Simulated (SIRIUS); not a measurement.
## ZrS2 in SIRIUS: tuning threads

Crystal: ZrS2.

```
CELL_PARAMETERS angstrom
3.69138 0.00000 0.00000
-1.84569 3.19683 0.00000
0.00000 0.00000 6.04108
ATOMIC_POSITIONS crystal
Zr 0.00000 0.00000 0.00000
S 0.33333 0.66667 0.23791
S 0.66667 0.33333 0.76209
```

The cell is a database's computed one.

- Program: SIRIUS 7.10.0
- Task: single point
- Functional: LDA
- Potentials or basis: GBRV 1.5 LDA (ultrasoft)
- Cutoff: 557 eV
- Density cutoff: 5442 eV
- k mesh: 8 × 8 × 5
- Occupations: fermi-dirac, width 0.05 eV
- Spin: no spin polarisation

These are the settings of the first run; the series varies threads, with any setting tied to it.

Hardware: Arm Neoverse N1.

```
threads  energy less the last converged row (meV/atom)  SCF cycles  wall time (s)  peak memory (GiB)
      1                                           0.00          23            120               0.62
      2                                           0.00          23             88               0.63
      4                                           0.00          23             72               0.64
      8                                           0.00          23             65               0.65
     16                                           0.00          23             62               0.65
     32                                           0.00          23             62               0.62
     56                                           0.00          23             72                0.7
```

Fastest here: 16 (62 s), level within noise with 4, 8, 32, 56; slowest of those that converged: 1 (120 s). These are single runs, one after another on one machine, so differences under about a fifth mean little.
